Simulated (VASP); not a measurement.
# BN (P6_3mc) in VASP: single point with PBE

Aim: the single point of BN with PBE.

Everything below comes from runs of VASP 6.6.1. Logs are shortened: lines on timing, memory, paths and dates and some standing lists are left out, and cuts for length are marked.

## 1. The crystal as given

The structure is hexagonal, space group P6_3mc (No. 186). Conventional cell: a = 2.554 Å, b = 2.554 Å, c = 4.227 Å, α = 90.00°, β = 90.00°, γ = 120.00°. N (site symmetry 3m) has 4 B at 1.57 to 1.58 Å as nearest neighbours. Around B (site symmetry 3m) lie 4 N at 1.57 to 1.58 Å.

Measurements of this composition are mostly on another form, of space group No. 194.

## 2. Single point, PBE

INCAR

```
SYSTEM = BN
PREC     = Accurate       ! precision mode
ENCUT    = 500            ! plane-wave cutoff, eV
EDIFF    = 1E-6           ! SCF threshold, eV
ISMEAR   = 0              ! smearing method
SIGMA    = 0.02           ! smearing width, eV
LREAL    = .False.        ! projectors in reciprocal space
LASPH    = .True.         ! aspherical terms in the spheres
NELM     = 60             ! most SCF steps
ALGO     = Fast           ! electronic algorithm
ISIF     = 2              ! what is computed and relaxed
LWAVE    = .False.        ! write WAVECAR
LCHARG   = .True.         ! write CHGCAR
GGA      = PE             ! functional
LELF     = .True.         ! ELF
LVHAR    = .True.
```

KPOINTS

```
regular mesh
0
Gamma
  6 6 3
  0 0 0
```

POSCAR

```
BN
1.0
    2.5539396017      0.0000000000      0.0000000000
   -1.2769698009      2.2117765748      0.0000000000
    0.0000000000      0.0000000000      4.2268550000
N B
2 2
Direct
    0.3333333333      0.6666666667      0.1252760000
    0.6666666667      0.3333333333      0.6252760000
    0.3333333333      0.6666666667      0.4997240000
    0.6666666667      0.3333333333      0.9997240000
```

Potentials or basis: VASP PAW PBE potentials, release 64 (N_GW, B_GW).

Started as:

```bash
cat potpaw_PBE.64/N_GW/POTCAR potpaw_PBE.64/B_GW/POTCAR > POTCAR
mpirun -np 1 vasp_std > vasp.out
```

OUTCAR:

```text
SYSTEM = BN
   PREC = Accurate
   ENCUT = 500
   EDIFF = 1E-6
   ISMEAR = 0
   LREAL = .False.
   LASPH = .True.
   NELM = 60
   ISIF = 2
   GGA = PE

 ion  position               nearest neighbor table
   1  0.333  0.667  0.125-   4 1.57   4 1.57   4 1.57   3 1.58
   2  0.667  0.333  0.625-   3 1.57   3 1.57   3 1.57   4 1.58
   3  0.333  0.667  0.500-   2 1.57   2 1.57   2 1.57   1 1.58
   4  0.667  0.333  1.000-   1 1.57   1 1.57   1 1.57   2 1.58

  LATTYP: Found a hexagonal cell.
 ALAT       =     2.5539396017
 C/A-ratio  =     1.6550332659

  Lattice vectors:

 A1 = (   2.5539396017,   0.0000000000,   0.0000000000)
 A2 = (  -1.2769698009,   2.2117765748,   0.0000000000)
 A3 = (   0.0000000000,   0.0000000000,   4.2268550000)

Analysis of symmetry for initial positions (statically):
=====================================================================
 Subroutine PRICEL returns:
 Original cell was already a primitive cell.

 Routine SETGRP: Setting up the symmetry group for a
 hexagonal supercell.

 Subroutine GETGRP returns: Found 12 space group operations
 (whereof  6 operations were pure point group operations)
 out of a pool of 24 trial point group operations.

The static configuration has the point symmetry C_3v.
 The point group associated with its full space group is C_6v.

Analysis of symmetry for dynamics (positions and initial velocities):
=====================================================================
 Subroutine PRICEL returns:
 Original cell was already a primitive cell.

 Routine SETGRP: Setting up the symmetry group for a
 hexagonal supercell.

 Subroutine GETGRP returns: Found 12 space group operations
 (whereof  6 operations were pure point group operations)
 out of a pool of 24 trial point group operations.

The dynamic configuration has the point symmetry C_3v.
 The point group associated with its full space group is C_6v.

 Subroutine INISYM returns: Found 12 space group operations
 (whereof  6 operations are pure point group operations),
 and found     1 'primitive' translations

----------------------------------------------------------------------------------------

                                     Primitive cell

  volume of cell :      23.8764

  direct lattice vectors                    reciprocal lattice vectors
     2.553939602  0.000000000  0.000000000     0.391551938  0.226062617  0.000000000
    -1.276969801  2.211776575  0.000000000     0.000000000  0.452125233  0.000000000
     0.000000000  0.000000000  4.226855000     0.000000000  0.000000000  0.236582518

  length of vectors
     2.553939602  2.553939602  4.226855000     0.452125233  0.452125233  0.236582518

  position of ions in fractional coordinates (direct lattice)
     0.333333333  0.666666667  0.125276000
     0.666666667  0.333333333  0.625276000
     0.333333333  0.666666667  0.499724000
     0.666666667  0.333333333  0.999724000

  ion indices of the primitive-cell ions
   primitive index   ion index
                 1           1
                 2           2
                 3           3
                 4           4

----------------------------------------------------------------------------------------

 KPOINTS: regular mesh

Automatic generation of k-mesh.
 Grid dimensions read from file:
 generate k-points for:    6    6    3

 Generating k-lattice:

  Cartesian coordinates                     Fractional coordinates (reciprocal lattice)
     0.065258656  0.037677103  0.000000000     0.166666667  0.000000000  0.000000000
     0.000000000  0.075354206  0.000000000     0.000000000  0.166666667  0.000000000
     0.000000000  0.000000000  0.078860839     0.000000000  0.000000000  0.333333333

  Length of vectors
     0.075354206  0.075354206  0.078860839

  Shift w.r.t. Gamma in fractional coordinates (k-lattice)
     0.000000000  0.000000000  0.000000000

 Subroutine IBZKPT returns following result:
 ===========================================

 Found     14 irreducible k-points:

 Following reciprocal coordinates:
            Coordinates               Weight
  0.000000  0.000000  0.000000      1.000000
  0.166667  0.000000  0.000000      6.000000
  0.333333  0.000000  0.000000      6.000000
  0.500000  0.000000  0.000000      3.000000
  0.166667  0.166667  0.000000      6.000000
  0.333333  0.166667  0.000000     12.000000
  0.333333  0.333333  0.000000      2.000000
  0.000000  0.000000  0.333333      2.000000
  0.166667  0.000000  0.333333     12.000000
  0.333333  0.000000  0.333333     12.000000
  0.500000  0.000000  0.333333      6.000000
  0.166667  0.166667  0.333333     12.000000
  0.333333  0.166667  0.333333     24.000000
  0.333333  0.333333  0.333333      4.000000
   k-points           NKPTS =     14   k-points in BZ     NKDIM =     14   number of bands    NBANDS=     12
   number of dos      NEDOS =    301   number of ions     NIONS =      4
   total plane-waves  NPLWV =  12800
   dimension x,y,z NGX =    20 NGY =   20 NGZ =   32
   dimension x,y,z NGXF=    40 NGYF=   40 NGZF=   64
   ions per type =               2   2
   NGX,Y,Z   is equivalent  to a cutoff of  13.02, 13.02, 12.59 a.u.
   NGXF,Y,Z  is equivalent  to a cutoff of  26.04, 26.04, 25.17 a.u.
 SYSTEM =  BN
   PREC   = accura    normal or accurate (medium, high low for compatibility)
   ISTART =      0    job   : 0-new  1-cont  2-samecut
   ICHARG =      2    charge: 1-file 2-atom 10-const
   ISPIN  =      1    spin polarized calculation?
   LNONCOLLINEAR =      F non collinear calculations
   LSORBIT =      F    spin-orbit coupling
   LASPH  =      T    aspherical Exc in radial PAW
   ENCUT  =  500.0 eV  36.75 Ry    6.06 a.u.   4.66  4.66  7.71*2*pi/ulx,y,z
   NELM   =     60;   NELMIN=  2; NELMDL= -5     # of ELM steps
   EDIFF  = 0.1E-05   stopping-criterion for ELM
   LREAL  =      F    real-space projection
   EDIFFG = 0.1E-04   stopping-criterion for IOM
   NSW    =      0    number of steps for IOM
   IBRION =     -1    ionic relax: 0-MD 1-quasi-New 2-CG
   NFREE  =      0    steps in history (QN), initial steepest desc. (CG)
   ISIF   =      2    stress and relaxation
   ISYM   =      2    0-nonsym 1-usesym 2-fastsym
   POTIM  = 0.5000    time-step for ionic-motion
   TEBEG  =    0.0;   TEEND  =   0.0 temperature during run
   PSTRESS=    0.0 pullay stress
   NELECT =      16.0000    total number of electrons
   NUPDOWN=      -1.0000    fix difference up-down
   EMIN   =  10.00;   EMAX   =-10.00  energy-range for DOS
   EFERMI =   0.00;   METHOD = LEGACY
   ISMEAR =     0;   SIGMA  =   0.02  broadening in eV -4-tet -1-fermi 0-gaus
   EFERMI_NEDOS =   21; number of points for ismear=-14 and -15
   IALGO  =     68    algorithm
   IMIX   =      4    mixing-type and parameters
     AMIX     =   0.40;   BMIX     =  1.00
     AMIX_MAG =   1.60;   BMIX_MAG =  1.00
  volume/ion in A,a.u.               =       5.97        40.28
  Fermi-wavevector in a.u.,A,eV,Ry     =   1.432600  2.707222 27.923836  2.052344
  Thomas-Fermi vector in A             =   2.552210
   LORBIT       =      0    0 simple, 1 ext, 2 COOP (PROOUT), +10 PAW based schemes
   GGA     = PE    functional components
   LHFCALC =     F    Hartree Fock is set to
   AEXX    =    0.0000 exact exchange contribution
   IVDW    =     0    specifies the selected vdW correction
   LEPSILON=     F    determine dielectric tensor
   LRPA    =     F    only Hartree local field effects (RPA)
 non-spin polarized calculation
 RMM-DIIS sequential band-by-band and
 Gauss-broadening in eV      SIGMA  =   0.02
  energy-cutoff  :      500.00
  volume of cell :       23.88
 maximum number of plane-waves:       622
 NGX is ok and might be reduce to    20
   NGX =  9   NGY =  9   NGZ = 15

 number of electron      16.0000002 magnetization

 Free energy of the ion-electron system (eV)
  ---------------------------------------------------
  ext. energy  EPLUGINS =         0.00000000
  ---------------------------------------------------
  free energy    TOTEN  =       -34.84861872 eV

  energy without entropy =      -34.84861872  energy(sigma->0) =      -34.84861872

 E-fermi :   7.6135     XC(G=0): -12.6783

 val. band max:        7.4905432918   @ k =   0.0000   0.0000   0.0000
 cond. band min:      12.6897302183   @ k =   0.3333   0.3333   0.0000
 fundamental gap:      5.1991869265
 Fermi energy:         7.6134551247

 k-point     1 :       0.0000    0.0000    0.0000
  band No.  band energies     occupation
      1     -12.8006      2.00000
      2      -8.7007      2.00000
      3      -3.3397      2.00000
      4       5.3896      2.00000
      5       5.3896      2.00000
      6       7.2149      2.00000
      7       7.4905      2.00000
      8       7.4905      2.00000
      9      15.8247      0.00000
     10      15.8256      0.00000
     11      16.0222      0.00000
     12      16.9148      0.00000

 k-point     2 :       0.1667    0.0000    0.0000
  band No.  band energies     occupation
      1     -12.2058      2.00000
      2      -8.2574      2.00000
      3      -2.7510      2.00000
      4       3.0462      2.00000
      5       4.4532      2.00000
      6       5.5072      2.00000
      7       6.6248      2.00000
      8       6.9047      2.00000
      9      15.1609      0.00000
     10      16.6584      0.00000
     11      16.8356      0.00000
     12      18.2686      0.00000
[... 151 lines left out ...]
 k-point    13 :       0.3333    0.1667    0.3333
  band No.  band energies     occupation
      1      -8.6295      2.00000
      2      -7.6058      2.00000
      3      -1.8354      2.00000
      4      -0.8453      2.00000
      5       1.3408      2.00000
      6       2.6237      2.00000
      7       3.1845      2.00000
      8       4.6367      2.00000
      9      15.0664      0.00000
     10      16.3874      0.00000
     11      17.9447      0.00000
     12      19.0295      0.00000

 k-point    14 :       0.3333    0.3333    0.3333
  band No.  band energies     occupation
      1      -7.4497      2.00000
      2      -7.4497      2.00000
      3      -1.0069      2.00000
      4      -1.0069      2.00000
      5      -0.9614      2.00000
      6       0.8123      2.00000
      7       3.9863      2.00000
      8       3.9863      2.00000
      9      15.2708      0.00000
     10      17.4854      0.00000
     11      17.4854      0.00000
     12      19.7846      0.00000

------------------------ aborting loop because EDIFF is reached ----------------------------------------

  FORCE on cell =-STRESS in cart. coord.  units (eV):
  Direction    XX          YY          ZZ          XY          YZ          ZX
  --------------------------------------------------------------------------------------
  -------------------------------------------------------------------------------------
  Total       -0.0898363     -0.0898363     -0.1989981      0.0000000      0.0000000      0.0000000
  in kB       -6.0282777     -6.0282777    -13.3533512      0.0000000      0.0000000      0.0000000
  external PRESSURE =      -8.4699688 kB  Pullay stress =       0.0000000 kB

 VOLUME and BASIS-vectors are now :
 -----------------------------------------------------------------------------
  energy-cutoff  :      500.00
  volume of cell :       23.88
      direct lattice vectors                 reciprocal lattice vectors
     2.553939602  0.000000000  0.000000000     0.391551938  0.226062617  0.000000000
    -1.276969801  2.211776575  0.000000000     0.000000000  0.452125233  0.000000000
     0.000000000  0.000000000  4.226855000     0.000000000  0.000000000  0.236582518

 POSITION                                       TOTAL-FORCE (eV/Angst)
 -----------------------------------------------------------------------------------
     -0.00000      1.47452      0.52952         0.000000      0.000000     -0.019618
      1.27697      0.73726      2.64295        -0.000000     -0.000000     -0.019618
     -0.00000      1.47452      2.11226         0.000000     -0.000000      0.019618
      1.27697      0.73726      4.22569        -0.000000      0.000000      0.019618
 -----------------------------------------------------------------------------------
    total drift:                               -0.000000      0.000000      0.000090

  FREE ENERGIE OF THE ION-ELECTRON SYSTEM (eV)
  ---------------------------------------------------
  free  energy   TOTEN  =       -34.8486187246 eV

  energy  without entropy=      -34.8486187246  energy(sigma->0) =      -34.84861872
```

Wall time 7.7 s (1 thread of Intel Xeon Platinum 8488C (Sapphire Rapids), shared host); peak memory 0.13 GiB.

What came out:

* Free energy: -34.8486 eV
* Pressure: -0.8 GPa
* Largest force: 0.020 eV/Å
* Band gap on the k mesh: 5.20 eV, indirect (least direct gap 8.26 eV)

Forces in eV/Å, atoms in the order of the input:
```
N    0.000  0.000 -0.020
N    0.000  0.000 -0.020
B    0.000  0.000  0.020
B    0.000  0.000  0.020
```

Caveat: the k mesh is coarse (spacing up to 0.50 Å⁻¹), so the values aren't converged; the cutoff is under 1.25 times the usual one of these potentials, so pressure, stress and relaxed cells hold a basis-set (Pulay) error; an odd mesh through Γ misses points on the zone boundary, where band edges often lie. Expect the measured gap to be larger: semilocal functionals such as PBE lack the derivative discontinuity.

## 3. For comparison

An earlier run on the cell as given: functional PBEsol; potentials or basis VASP PAW PBE potentials, release 64 (N, B); cutoff 520 eV; k mesh 12 × 12 × 6; occupations fermi-dirac, width 0.05 eV; no spin polarisation.

* Pressure: -5.4 GPa
* Largest force: 0.010 eV/Å
* Band gap on the k mesh: 4.97 eV, indirect (least direct gap 8.15 eV)
